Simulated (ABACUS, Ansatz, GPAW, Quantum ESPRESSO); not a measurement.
**TiC: equilibrium volume by level of theory**

Space group Fm-3m (No. 225). a = 4.331 Å, b = 4.331 Å, c = 4.331 Å, α = 90.00°, β = 90.00°, γ = 90.00°
| atom | site | symmetry | x | y | z |
| --- | --- | --- | --- | --- | --- |
| Ti | 4a | m-3m | 0.0000 | 0.0000 | 0.0000 |
| C | 4b | m-3m | 0.5000 | 0.0000 | 0.0000 |

```tsv
rung	level	program and potentials	cutoff (eV)	k mesh	smearing	task	core time	chip	equilibrium volume (Å³/atom)	notes
GGA + dispersion	PBE+D3(BJ)	Ansatz, all-electron LAPW, scalar-relativistic	-	11 × 11 × 11	fermi-dirac 0.05	relaxation of cell and atoms	19 s	Intel Xeon Platinum 8259CL Skylake/Cascade Lake	9.88	-
GGA + dispersion	revPBE+D4	Ansatz, all-electron LAPW, scalar-relativistic	-	11 × 11 × 11	fermi-dirac 0.05	relaxation of cell and atoms	22 s	Intel Xeon Platinum 8259CL Skylake/Cascade Lake	9.90	-
GGA	PBEsol	Ansatz, all-electron LAPW, scalar-relativistic	-	11 × 11 × 11	fermi-dirac 0.05	equation of state	58 s	Arm Neoverse V1	9.89	-
GGA + dispersion	RPBE+D3(zero damping)	GPAW, the program's PAW data sets (release 1.2.1) made for this functional	800	9 × 9 × 9	fermi-dirac 0.05	equation of state	78 s	Arm Neoverse V2	10.08	-
GGA	HCTH407	ABACUS, PseudoDojo NC SR 0.5 PBE stringent, plane waves	1143	9 × 9 × 9	fermi-dirac 0.05	equation of state	78 s	Intel Xeon Platinum 8488C Sapphire Rapids	9.97	potentials made for PBE; fit through 4 volumes
GGA	PBE	ABACUS, PseudoDojo NC SR 0.4.1 PBE standard, plane waves	1143	11 × 11 × 11	fermi-dirac 0.05	equation of state	4.7 min	Intel Xeon Platinum 8259CL Skylake/Cascade Lake	10.17	-
non-local van der Waals functional	rev-vdW-DF2	Quantum ESPRESSO, PseudoDojo 0.4.1 SR PBE standard	1143	11 × 11 × 11	fermi-dirac 0.05	equation of state	10 min	Arm Neoverse V1	10.08	potentials made for PBE
```

Times are single runs on shared hosts and different chips, so they are rough; meshes, cutoffs and the tasks' sizes weigh on the time. All rows: no spin polarisation. Smearing widths are in eV. For a metal such meshes aren't converged. Meshes differ between rows, which moves values too. Meshes are those of the run's cell of 2 atoms unless a note names another. Relaxations start from the cell shown or near it and stop with a little pressure left. Misses use the values as printed. Runs on faulty files, with rough fits or with known faults for this quantity aren't shown. No row holds spin-orbit coupling.

Measured: 10.13 Å³/atom (a printed reference work).

Question: Which of the timed runs is the cheapest that comes within 1.5 % of the measured equilibrium volume?

Answer: RPBE+D3(zero damping) (GPAW, the program's PAW data sets (release 1.2.1) made for this functional): 10.08 Å³/atom in 78 s. One crystal doesn't make the level reliable, since errors can cancel. The runs are for a static lattice, while measurements hold temperature and zero-point motion.
